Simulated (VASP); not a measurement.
# AgCl (Chlorargyrite) (Fm-3m) in VASP: further runs

The runs below take AgCl (Chlorargyrite) through single point, with r2SCAN, PBE.

Program: VASP 6.6.1. These are calculated values, not measurements. Logs are shortened: lines on timing, memory, paths and dates and some standing lists are left out, and cuts for length are marked.

**Measured values to compare with.**

From a printed reference work, data compilation, for a bulk crystal of AgCl: band gap 3.249 eV (indirect).

The runs below are set against these values where they give the same quantity.

**1. The cell of the first run**

It takes space group Fm-3m (No. 225, cubic). The conventional cell has a = 5.655 Å, b = 5.655 Å, c = 5.655 Å, α = 90.00°, β = 90.00°, γ = 90.00°. Within 3.7 Å of Ag (site symmetry m-3m) lie 6 Cl at 2.83 Å. Cl (site symmetry m-3m) has 6 Ag at 2.83 Å within 3.7 Å.

**2. Single point, r2SCAN (volume changed by +6%)**

Contents of POSCAR:

```
AgCl
1.0
    0.0000000000      2.8275623070      2.8275623070
    2.8275623070      0.0000000000      2.8275623070
    2.8275623070      2.8275623070      0.0000000000
Ag Cl
1 1
Direct
    0.0000000000      0.0000000000      0.0000000000
    0.5000000000      0.5000000000      0.5000000000
```

Contents of INCAR.step1:

```
SYSTEM = AgCl
ALGO = Normal
EDIFF = 1E-4
ENCUT = 520
GGA = PE
ISMEAR = 0
LASPH = .True.
LCHARG = .False.
LREAL = .False.
LWAVE = .True.
NBANDS = 16
NELM = 100
PREC = Accurate
SIGMA = 0.01
```

Contents of INCAR.step2:

```
SYSTEM = AgCl
ALGO = Normal
EDIFF = 1E-6
ENCUT = 520
ISIF = 2
ISMEAR = 0
ISTART = 1
LASPH = .True.
LCHARG = .False.
LMIXTAU = .True.
LREAL = .False.
LWAVE = .False.
METAGGA = R2SCAN
NBANDS = 16
NELM = 100
PREC = Accurate
SIGMA = 0.01
```

Contents of KPOINTS:

```
k-points
0
Gamma
  6 6 6
  0 0 0
```

Potentials or basis: VASP PAW PBE potentials, release 64 (Ag, Cl).

The run is started by

```sh
cat potpaw_PBE.64/Ag/POTCAR potpaw_PBE.64/Cl/POTCAR > POTCAR
cp INCAR.step1 INCAR
mpirun -np 1 vasp_std > vasp.out
cp INCAR.step2 INCAR
mpirun -np 1 vasp_std > vasp.out
```

OUTCAR:

```text
SYSTEM = AgCl
   EDIFF = 1E-6
   ENCUT = 520
   ISIF = 2
   ISMEAR = 0
   ISTART = 1
   LASPH = .True.
   LREAL = .False.
   METAGGA = R2SCAN
   NELM = 100
   PREC = Accurate

 ion  position               nearest neighbor table
   1  0.000  0.000  0.000-   2 2.83   2 2.83   2 2.83   2 2.83   2 2.83   2 2.83
   2  0.500  0.500  0.500-   1 2.83   1 2.83   1 2.83   1 2.83   1 2.83   1 2.83

  LATTYP: Found a face centered cubic cell.
 ALAT       =     5.6551246140

  Lattice vectors:

 A1 = (   0.0000000000,   2.8275623070,   2.8275623070)
 A2 = (   2.8275623070,   0.0000000000,   2.8275623070)
 A3 = (   2.8275623070,   2.8275623070,   0.0000000000)

Analysis of symmetry for initial positions (statically):
=====================================================================
 Subroutine PRICEL returns:
 Original cell was already a primitive cell.

 Routine SETGRP: Setting up the symmetry group for a
 face centered cubic supercell.

 Subroutine GETGRP returns: Found 48 space group operations
 (whereof 48 operations were pure point group operations)
 out of a pool of 48 trial point group operations.

The static configuration has the point symmetry O_h .

Analysis of symmetry for dynamics (positions and initial velocities):
=====================================================================
 Subroutine PRICEL returns:
 Original cell was already a primitive cell.

 Routine SETGRP: Setting up the symmetry group for a
 face centered cubic supercell.

 Subroutine GETGRP returns: Found 48 space group operations
 (whereof 48 operations were pure point group operations)
 out of a pool of 48 trial point group operations.

The dynamic configuration has the point symmetry O_h .

 Subroutine INISYM returns: Found 48 space group operations
 (whereof 48 operations are pure point group operations),
 and found     1 'primitive' translations

----------------------------------------------------------------------------------------

                                     Primitive cell

  volume of cell :      45.2133

  direct lattice vectors                    reciprocal lattice vectors
     0.000000000  2.827562307  2.827562307    -0.176830763  0.176830763  0.176830763
     2.827562307  0.000000000  2.827562307     0.176830763 -0.176830763  0.176830763
     2.827562307  2.827562307  0.000000000     0.176830763  0.176830763 -0.176830763

  length of vectors
     3.998776963  3.998776963  3.998776963     0.306279866  0.306279866  0.306279866

  position of ions in fractional coordinates (direct lattice)
     0.000000000  0.000000000  0.000000000
     0.500000000  0.500000000  0.500000000

  ion indices of the primitive-cell ions
   primitive index   ion index
                 1           1
                 2           2

----------------------------------------------------------------------------------------

 KPOINTS: k-points

Automatic generation of k-mesh.
 Grid dimensions read from file:
 generate k-points for:    6    6    6

 Generating k-lattice:

  Cartesian coordinates                     Fractional coordinates (reciprocal lattice)
    -0.029471794  0.029471794  0.029471794     0.166666667  0.000000000  0.000000000
     0.029471794 -0.029471794  0.029471794     0.000000000  0.166666667  0.000000000
     0.029471794  0.029471794 -0.029471794     0.000000000  0.000000000  0.166666667

  Length of vectors
     0.051046644  0.051046644  0.051046644

  Shift w.r.t. Gamma in fractional coordinates (k-lattice)
     0.000000000  0.000000000  0.000000000

 Subroutine IBZKPT returns following result:
 ===========================================

 Found     16 irreducible k-points:

 Following reciprocal coordinates:
            Coordinates               Weight
  0.000000  0.000000  0.000000      1.000000
  0.166667  0.000000  0.000000      8.000000
  0.333333  0.000000  0.000000      8.000000
  0.500000  0.000000  0.000000      4.000000
  0.166667  0.166667  0.000000      6.000000
  0.333333  0.166667  0.000000     24.000000
[... 8 lines left out ...]
 -0.333333  0.333333  0.166667     24.000000
 -0.333333  0.500000  0.166667     12.000000
   k-points           NKPTS =     16   k-points in BZ     NKDIM =     16   number of bands    NBANDS=     16
   number of dos      NEDOS =    301   number of ions     NIONS =      2
   total plane-waves  NPLWV =  27000
   dimension x,y,z NGX =    30 NGY =   30 NGZ =   30
   dimension x,y,z NGXF=    60 NGYF=   60 NGZF=   60
   ions per type =               1   1
   NGX,Y,Z   is equivalent  to a cutoff of  12.47, 12.47, 12.47 a.u.
   NGXF,Y,Z  is equivalent  to a cutoff of  24.94, 24.94, 24.94 a.u.
 SYSTEM =  AgCl
   PREC   = accura    normal or accurate (medium, high low for compatibility)
   ISTART =      1    job   : 0-new  1-cont  2-samecut
   ICHARG =      0    charge: 1-file 2-atom 10-const
   ISPIN  =      1    spin polarized calculation?
   LNONCOLLINEAR =      F non collinear calculations
   LSORBIT =      F    spin-orbit coupling
   LASPH  =      T    aspherical Exc in radial PAW
   ENCUT  =  520.0 eV  38.22 Ry    6.18 a.u.   7.44  7.44  7.44*2*pi/ulx,y,z
   NELM   =    100;   NELMIN=  2; NELMDL=  0     # of ELM steps
   EDIFF  = 0.1E-05   stopping-criterion for ELM
   LREAL  =      F    real-space projection
   EDIFFG = 0.1E-04   stopping-criterion for IOM
   NSW    =      0    number of steps for IOM
   IBRION =     -1    ionic relax: 0-MD 1-quasi-New 2-CG
   NFREE  =      0    steps in history (QN), initial steepest desc. (CG)
   ISIF   =      2    stress and relaxation
   ISYM   =      2    0-nonsym 1-usesym 2-fastsym
   POTIM  = 0.5000    time-step for ionic-motion
   TEBEG  =    0.0;   TEEND  =   0.0 temperature during run
   PSTRESS=    0.0 pullay stress
   NELECT =      18.0000    total number of electrons
   NUPDOWN=      -1.0000    fix difference up-down
   EMIN   =  10.00;   EMAX   =-10.00  energy-range for DOS
   EFERMI =   0.00;   METHOD = LEGACY
   ISMEAR =     0;   SIGMA  =   0.01  broadening in eV -4-tet -1-fermi 0-gaus
   EFERMI_NEDOS =   21; number of points for ismear=-14 and -15
   IALGO  =     38    algorithm
   IMIX   =      4    mixing-type and parameters
     AMIX     =   0.40;   BMIX     =  1.00
     AMIX_MAG =   1.60;   BMIX_MAG =  1.00
  volume/ion in A,a.u.               =      22.61       152.56
  Fermi-wavevector in a.u.,A,eV,Ry     =   1.204324  2.275843 19.733853  1.450397
  Thomas-Fermi vector in A             =   2.340053
   LORBIT       =      0    0 simple, 1 ext, 2 COOP (PROOUT), +10 PAW based schemes
   METAGGA = R2SCAN    functional components
   LHFCALC =     F    Hartree Fock is set to
   AEXX    =    0.0000 exact exchange contribution
   IVDW    =     0    specifies the selected vdW correction
   LEPSILON=     F    determine dielectric tensor
   LRPA    =     F    only Hartree local field effects (RPA)
 non-spin polarized calculation
 Gauss-broadening in eV      SIGMA  =   0.01
  energy-cutoff  :      520.00
  volume of cell :       45.21
 maximum number of plane-waves:      1243
 NGX is ok and might be reduce to    30
   NGX = 15   NGY = 15   NGZ = 15

 number of electron      17.9999992 magnetization

 Free energy of the ion-electron system (eV)
  ---------------------------------------------------
  ext. energy  EPLUGINS =         0.00000000
  ---------------------------------------------------
  free energy    TOTEN  =       -28.62112323 eV

  energy without entropy =      -28.62112323  energy(sigma->0) =      -28.62112323

 E-fermi :   2.8537     XC(G=0): -10.1884

 val. band max:        2.8113515544   @ k =   0.5000   0.0000   0.0000
 cond. band min:       4.2436138514   @ k =   0.0000   0.0000   0.0000
 fundamental gap:      1.4322622970
 Fermi energy:         2.8536801584

 k-point     1 :       0.0000    0.0000    0.0000
  band No.  band energies     occupation
      1     -12.6124      2.00000
      2       0.6026      2.00000
      3       0.6026      2.00000
      4       0.6026      2.00000
      5       0.6145      2.00000
      6       0.6145      2.00000
[... 8 lines left out ...]
     15      16.6672      0.00000
     16      16.6672      0.00000

 k-point     2 :       0.1667    0.0000    0.0000
  band No.  band energies     occupation
      1     -12.5256      2.00000
      2      -0.4248      2.00000
      3      -0.2587      2.00000
      4      -0.2587      2.00000
      5       0.6809      2.00000
      6       0.6809      2.00000
[... 8 lines left out ...]
     15      15.3402      0.00000
     16      15.9109      0.00000

 k-point     3 :       0.3333    0.0000    0.0000
  band No.  band energies     occupation
      1     -12.3426      2.00000
      2      -1.5779      2.00000
      3      -0.8609      2.00000
      4      -0.8609      2.00000
      5       0.8341      2.00000
      6       0.8341      2.00000
[... 8 lines left out ...]
     15      16.2451      0.00000
     16      16.2451      0.00000

 k-point     4 :       0.5000    0.0000    0.0000
  band No.  band energies     occupation
      1     -12.2460      2.00000
      2      -2.0387      2.00000
      3      -1.0726      2.00000
      4      -1.0726      2.00000
      5       0.9134      2.00000
      6       0.9134      2.00000
[... 8 lines left out ...]
     15      17.2193      0.00000
     16      17.2193      0.00000
[... 172 lines left out ...]
 k-point    14 :       0.5000    0.3333    0.1667
  band No.  band energies     occupation
      1     -12.2623      2.00000
      2      -1.5147      2.00000
      3      -0.8778      2.00000
      4      -0.5574      2.00000
      5       0.7626      2.00000
      6       0.9228      2.00000
[... 8 lines left out ...]
     15      17.9214      0.00000
     16      19.3688      0.00000

 k-point    15 :      -0.3333    0.3333    0.1667
  band No.  band energies     occupation
      1     -12.2113      2.00000
      2      -1.4150      2.00000
      3      -0.9491      2.00000
      4      -0.9138      2.00000
      5       0.8535      2.00000
      6       0.9203      2.00000
[... 8 lines left out ...]
     15      16.9010      0.00000
     16      18.5953      0.00000

 k-point    16 :      -0.3333    0.5000    0.1667
  band No.  band energies     occupation
      1     -12.2063      2.00000
      2      -1.0739      2.00000
      3      -0.9232      2.00000
      4      -0.6242      2.00000
      5       0.8289      2.00000
      6       1.0147      2.00000
[... 8 lines left out ...]
     15      17.7043      0.00000
     16      18.5724      0.00000

------------------------ aborting loop because EDIFF is reached ----------------------------------------

  FORCE on cell =-STRESS in cart. coord.  units (eV):
  Direction    XX          YY          ZZ          XY          YZ          ZX
  --------------------------------------------------------------------------------------
  -------------------------------------------------------------------------------------
  Total       -0.7420214     -0.7420214     -0.7420214      0.0000000      0.0000000      0.0000000
  in kB      -26.2942290    -26.2942290    -26.2942290      0.0000000      0.0000000      0.0000000
  external PRESSURE =     -26.2942290 kB  Pullay stress =       0.0000000 kB

 VOLUME and BASIS-vectors are now :
 -----------------------------------------------------------------------------
  energy-cutoff  :      520.00
  volume of cell :       45.21
      direct lattice vectors                 reciprocal lattice vectors
     0.000000000  2.827562307  2.827562307    -0.176830763  0.176830763  0.176830763
     2.827562307  0.000000000  2.827562307     0.176830763 -0.176830763  0.176830763
     2.827562307  2.827562307  0.000000000     0.176830763  0.176830763 -0.176830763

 POSITION                                       TOTAL-FORCE (eV/Angst)
 -----------------------------------------------------------------------------------
      0.00000      0.00000      0.00000         0.000000      0.000000     -0.000000
      2.82756      2.82756      2.82756         0.000000      0.000000      0.000000
 -----------------------------------------------------------------------------------
    total drift:                               -0.000000      0.000000      0.000000

  FREE ENERGIE OF THE ION-ELECTRON SYSTEM (eV)
  ---------------------------------------------------
  free  energy   TOTEN  =       -28.6211232264 eV

  energy  without entropy=      -28.6211232264  energy(sigma->0) =      -28.62112323
```

Run time: 34 s. Hardware: 1 thread of AMD EPYC 9R45 (Zen 5), shared host; peak memory 0.14 GiB.

Results:

```yaml
Free_energy: -28.6211 eV
Pressure: -2.6 GPa
Band_gap_on_the_k_mesh: 1.43 eV, indirect (least direct gap 3.59 eV)
```

Caveat: the PAW data sets were made with another functional, which shifts forces and pressure a little. A k mesh can miss the band edges.

(Part 1 of 2 ends here.)
